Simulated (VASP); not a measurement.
# WS2 in VASP: a series of runs

Runs on WS2. Level: PBE. Tasks: single point.

All numbers are computed with VASP 6.6.1; they aren't measurements. Logs are shortened: lines on timing, memory, paths and dates and some standing lists are left out, and cuts for length are marked.

## Step 1: The slab as given

The cell holds a slab with vacuum, 3 atoms: a = 3.180 Å, b = 3.180 Å, c = 9.125 Å, α = 90.00°, β = 90.00°, γ = 120.00°.

## Step 2: Single point, PBE

Input file INCAR:

```
SYSTEM = WS2
ALGO = Normal
DIPOL = 0.5 0.5 0.500
EDIFF = 1E-7
ENCUT = 460
GGA = PE
IDIPOL = 3
ISIF = 2
ISMEAR = 0
LASPH = .True.
LCHARG = .False.
LDIPOL = .True.
LREAL = .False.
LVACPOTAV = .True.
LVHAR = .True.
LWAVE = .False.
NBANDS = 24
NELM = 120
PREC = Accurate
SIGMA = 0.05
```

Input file KPOINTS:

```
k-points
0
Gamma
  10 10 1
  0 0 0
```

Input file POSCAR:

```
WS2
1.0
    3.1800000000      0.0000000000      0.0000000000
   -1.5900000000      2.7539607800      0.0000000000
    0.0000000000      0.0000000000      9.1250000000
S W
2 1
Direct
    0.3333333333      0.6666666667      0.3287671233
    0.3333333333      0.6666666667      0.6712328767
    0.6666666667      0.3333333333      0.5000000000
```

Potentials or basis: VASP PAW PBE potentials, release 64 (S, W_sv).

Command:

```sh
cat potpaw_PBE.64/S/POTCAR potpaw_PBE.64/W_sv/POTCAR > POTCAR
mpirun -np 1 vasp_std > vasp.out
```

OUTCAR:

```text
SYSTEM = WS2
   EDIFF = 1E-7
   ENCUT = 460
   GGA = PE
   ISIF = 2
   ISMEAR = 0
   LASPH = .True.
   LREAL = .False.
   NELM = 120
   PREC = Accurate

 Found     14 irreducible k-points:

 Following reciprocal coordinates:
            Coordinates               Weight
  0.000000  0.000000  0.000000      1.000000
  0.100000  0.000000  0.000000      6.000000
  0.200000  0.000000  0.000000      6.000000
  0.300000  0.000000  0.000000      6.000000
  0.400000  0.000000  0.000000      6.000000
  0.500000  0.000000  0.000000      3.000000
   k-points           NKPTS =     14   k-points in BZ     NKDIM =     14   number of bands    NBANDS=     24
   number of dos      NEDOS =    301   number of ions     NIONS =      3
   total plane-waves  NPLWV =  36864
   dimension x,y,z NGX =    24 NGY =   24 NGZ =   64
   dimension x,y,z NGXF=    48 NGYF=   48 NGZF=  128
   ions per type =               2   1
   NGX,Y,Z   is equivalent  to a cutoff of  12.55, 12.55, 11.66 a.u.
   NGXF,Y,Z  is equivalent  to a cutoff of  25.09, 25.09, 23.32 a.u.
 SYSTEM =  WS2
   PREC   = accura    normal or accurate (medium, high low for compatibility)
   ISTART =      0    job   : 0-new  1-cont  2-samecut
   ICHARG =      2    charge: 1-file 2-atom 10-const
   ISPIN  =      1    spin polarized calculation?
   LNONCOLLINEAR =      F non collinear calculations
   LSORBIT =      F    spin-orbit coupling
   LASPH  =      T    aspherical Exc in radial PAW
   ENCUT  =  460.0 eV  33.81 Ry    5.81 a.u.   5.56  5.56 15.96*2*pi/ulx,y,z
   NELM   =    120;   NELMIN=  2; NELMDL= -5     # of ELM steps
   EDIFF  = 0.1E-06   stopping-criterion for ELM
   LREAL  =      F    real-space projection
   EDIFFG = 0.1E-05   stopping-criterion for IOM
   NSW    =      0    number of steps for IOM
   IBRION =     -1    ionic relax: 0-MD 1-quasi-New 2-CG
   NFREE  =      0    steps in history (QN), initial steepest desc. (CG)
   ISIF   =      2    stress and relaxation
   ISYM   =      2    0-nonsym 1-usesym 2-fastsym
   POTIM  = 0.5000    time-step for ionic-motion
   TEBEG  =    0.0;   TEEND  =   0.0 temperature during run
   PSTRESS=    0.0 pullay stress
   NELECT =      26.0000    total number of electrons
   NUPDOWN=      -1.0000    fix difference up-down
   EMIN   =  10.00;   EMAX   =-10.00  energy-range for DOS
   EFERMI =   0.00;   METHOD = LEGACY
   ISMEAR =     0;   SIGMA  =   0.05  broadening in eV -4-tet -1-fermi 0-gaus
   EFERMI_NEDOS =   21; number of points for ismear=-14 and -15
   IALGO  =     38    algorithm
   IMIX   =      4    mixing-type and parameters
     AMIX     =   0.40;   BMIX     =  1.00
     AMIX_MAG =   1.60;   BMIX_MAG =  1.00
  volume/ion in A,a.u.               =      26.64       179.76
  Fermi-wavevector in a.u.,A,eV,Ry     =   1.125970  2.127774 17.249571  1.267808
  Thomas-Fermi vector in A             =   2.262649
   LORBIT       =      0    0 simple, 1 ext, 2 COOP (PROOUT), +10 PAW based schemes
   GGA     = PE    functional components
   LHFCALC =     F    Hartree Fock is set to
   AEXX    =    0.0000 exact exchange contribution
   IVDW    =     0    specifies the selected vdW correction
   LEPSILON=     F    determine dielectric tensor
   LRPA    =     F    only Hartree local field effects (RPA)
 non-spin polarized calculation
 Gauss-broadening in eV      SIGMA  =   0.05
  energy-cutoff  :      460.00
  volume of cell :       79.91
 maximum number of plane-waves:      1813
 NGX is ok and might be reduce to    24
   NGX = 11   NGY = 11   NGZ = 31

 number of electron      26.0000002 magnetization

 dipolmoment           0.000000      0.000000     -0.000000 electrons x Angstroem

 Free energy of the ion-electron system (eV)
  ---------------------------------------------------
  ext. energy  EPLUGINS =         0.00000000
  ---------------------------------------------------
  free energy    TOTEN  =       -23.66532703 eV

  energy without entropy =      -23.66532703  energy(sigma->0) =      -23.66532703

 E-fermi :   2.8464     XC(G=0):  -8.1017

 val. band max:        2.5932868744   @ k =   0.0000   0.0000   0.0000
 cond. band min:       4.6775703867   @ k =   0.3000   0.3000   0.0000
 fundamental gap:      2.0842835123
 Fermi energy:         2.8463508468

 k-point     1 :       0.0000    0.0000    0.0000
  band No.  band energies     occupation
      1     -71.3551      2.00000
      2     -35.5928      2.00000
      3     -35.4444      2.00000
      4     -35.4444      2.00000
      5     -12.1159      2.00000
      6     -10.4582      2.00000
[... 16 lines left out ...]
     23      13.2700      0.00000
     24      14.5255      0.00000

 k-point     2 :       0.1000    0.0000    0.0000
  band No.  band energies     occupation
      1     -71.3535      2.00000
      2     -35.5869      2.00000
      3     -35.4772      2.00000
      4     -35.4520      2.00000
      5     -11.9514      2.00000
      6     -10.3988      2.00000
[... 16 lines left out ...]
     23      13.7380      0.00000
     24      14.5762      0.00000

 k-point     3 :       0.2000    0.0000    0.0000
  band No.  band energies     occupation
      1     -71.3493      2.00000
      2     -35.5715      2.00000
      3     -35.5621      2.00000
      4     -35.4719      2.00000
      5     -11.4944      2.00000
      6     -10.2345      2.00000
[... 16 lines left out ...]
     23      14.2286      0.00000
     24      14.8830      0.00000

 k-point     4 :       0.3000    0.0000    0.0000
  band No.  band energies     occupation
      1     -71.3440      2.00000
      2     -35.6654      2.00000
      3     -35.5523      2.00000
      4     -35.4964      2.00000
      5     -10.8582      2.00000
      6     -10.0106      2.00000
[... 16 lines left out ...]
     23      14.6951      0.00000
     24      14.9006      0.00000

 k-point     5 :       0.4000    0.0000    0.0000
  band No.  band energies     occupation
      1     -71.3398      2.00000
      2     -35.7476      2.00000
      3     -35.5368      2.00000
      4     -35.5161      2.00000
      5     -10.2530      2.00000
      6      -9.8076      2.00000
[... 16 lines left out ...]
     23      13.6920      0.00000
     24      14.0676      0.00000

 k-point     6 :       0.5000    0.0000    0.0000
  band No.  band energies     occupation
      1     -71.3382      2.00000
      2     -35.7787      2.00000
      3     -35.5308      2.00000
      4     -35.5236      2.00000
      5      -9.9886      2.00000
      6      -9.7236      2.00000
[... 16 lines left out ...]
     23      13.5197      0.00000
     24      13.7197      0.00000

 [... further k-points ...]

------------------------ aborting loop because EDIFF is reached ----------------------------------------

  FORCE on cell =-STRESS in cart. coord.  units (eV):
  Direction    XX          YY          ZZ          XY          YZ          ZX
  --------------------------------------------------------------------------------------
  -------------------------------------------------------------------------------------
  Total        0.4295363      0.4295363      0.7837507      0.0000000     -0.0000000     -0.0000000
  in kB        8.6117751      8.6117751     15.7134228      0.0000000     -0.0000000     -0.0000000
  external PRESSURE =      10.9789910 kB  Pullay stress =       0.0000000 kB

 VOLUME and BASIS-vectors are now :
 -----------------------------------------------------------------------------
  energy-cutoff  :      460.00
  volume of cell :       79.91
      direct lattice vectors                 reciprocal lattice vectors
     3.180000000  0.000000000  0.000000000     0.314465409  0.181556689  0.000000000
    -1.590000000  2.753960780  0.000000000     0.000000000  0.363113377  0.000000000
     0.000000000  0.000000000  9.125000000     0.000000000  0.000000000  0.109589041

 POSITION                                       TOTAL-FORCE (eV/Angst)
 -----------------------------------------------------------------------------------
     -0.00000      1.83597      3.00000        -0.000000      0.000000     -0.226318
     -0.00000      1.83597      6.12500         0.000000      0.000000      0.226318
      1.59000      0.91799      4.56250        -0.000000     -0.000000      0.000000
 -----------------------------------------------------------------------------------
    total drift:                                0.000000     -0.000000      0.000000

  FREE ENERGIE OF THE ION-ELECTRON SYSTEM (eV)
  ---------------------------------------------------
  free  energy   TOTEN  =       -23.6653270265 eV

  energy  without entropy=      -23.6653270265  energy(sigma->0) =      -23.66532703
```

It took 26 s on 1 thread of Intel Xeon Platinum 8259CL at 2.50GHz (Skylake/Cascade Lake), shared host; peak memory 0.19 GiB.

The run converged, but some of its settings lie outside the range that counts as converged, so its numbers aren't taken as properties of the slab.

Results:

| Quantity | Value |
| --- | --- |
| Free energy | -23.6653 eV |
| Largest force | 0.226 eV/Å |
| Band gap on the k mesh | 2.08 eV, indirect (least direct gap 2.17 eV) |

Caveat: spin-orbit coupling is left out, which moves the levels of the heavy elements.

## Step 3: Single point, PBE

This run uses another cell than the first one, of 38.31 Å³/atom, 1.438 times its volume.

Changes to INCAR since step 2:

```diff
@@ -2,3 +2,2 @@
 ALGO = Normal
-DIPOL = 0.5 0.5 0.500
 EDIFF = 1E-7
@@ -11,3 +10,2 @@
 LCHARG = .False.
-LDIPOL = .True.
 LREAL = .False.
```

Input file KPOINTS:

```
k-points
0
Gamma
  8 8 1
  0 0 0
```

Input file POSCAR:

```
WS2
1.0
    3.1800000000      0.0000000000      0.0000000000
   -1.5900000000      2.7539607800      0.0000000000
    0.0000000000      0.0000000000     13.1250000000
S W
2 1
Direct
    0.3333333333      0.6666666667      0.3809523810
    0.3333333333      0.6666666667      0.6190476190
    0.6666666667      0.3333333333      0.5000000000
```

Potentials or basis: VASP PAW PBE potentials, release 64 (S, W_sv).

Command:

```sh
cat potpaw_PBE.64/S/POTCAR potpaw_PBE.64/W_sv/POTCAR > POTCAR
mpirun -np 1 vasp_std > vasp.out
```

It took 36 s on 1 thread of Intel Xeon Platinum 8259CL at 2.50GHz (Skylake/Cascade Lake), shared host; peak memory 0.23 GiB.

These settings aren't checked as converged: the numbers below hold their error.

What came out:

- Free energy: -23.6716 eV
- Largest force: 0.227 eV/Å
- Band gap on the k mesh: 2.12 eV, indirect (least direct gap 2.27 eV)

Caveat: spin-orbit coupling is left out, which moves the levels of the heavy elements.

## Step 4: Single point, PBE

This run uses another cell than the first one, of 44.15 Å³/atom, 1.658 times its volume.

Changes to INCAR since step 3:

```diff
@@ -2,2 +2,3 @@
 ALGO = Normal
+DIPOL = 0.5 0.5 0.500
 EDIFF = 1E-7
@@ -10,2 +11,3 @@
 LCHARG = .False.
+LDIPOL = .True.
 LREAL = .False.
@@ -17,2 +19,2 @@
 PREC = Accurate
-SIGMA = 0.05
+SIGMA = 0.3
```

KPOINTS is that of step 3.

Input file POSCAR:

```
WS2
1.0
    3.1800000000      0.0000000000      0.0000000000
   -1.5900000000      2.7539607800      0.0000000000
    0.0000000000      0.0000000000     15.1250000000
S W
2 1
Direct
    0.3333333333      0.6666666667      0.3966942149
    0.3333333333      0.6666666667      0.6033057851
    0.6666666667      0.3333333333      0.5000000000
```

Command:

```sh
cat potpaw_PBE.64/S/POTCAR potpaw_PBE.64/W_sv/POTCAR > POTCAR
mpirun -np 1 vasp_std > vasp.out
```

Run time: 53 s. Hardware: 1 thread of Intel Xeon Platinum 8259CL at 2.50GHz (Skylake/Cascade Lake), shared host; peak memory 0.24 GiB.

The run converged, but some of its settings lie outside the range that counts as converged, so its numbers aren't taken as properties of the slab.

Results:

* Free energy: -23.6712 eV
* Largest force: 0.227 eV/Å
* Band gap on the k mesh: 2.12 eV, indirect (least direct gap 2.27 eV)
* Ionisation potential of the upper face: 5.72 eV

Caveat: spin-orbit coupling is left out, which moves the levels of the heavy elements.
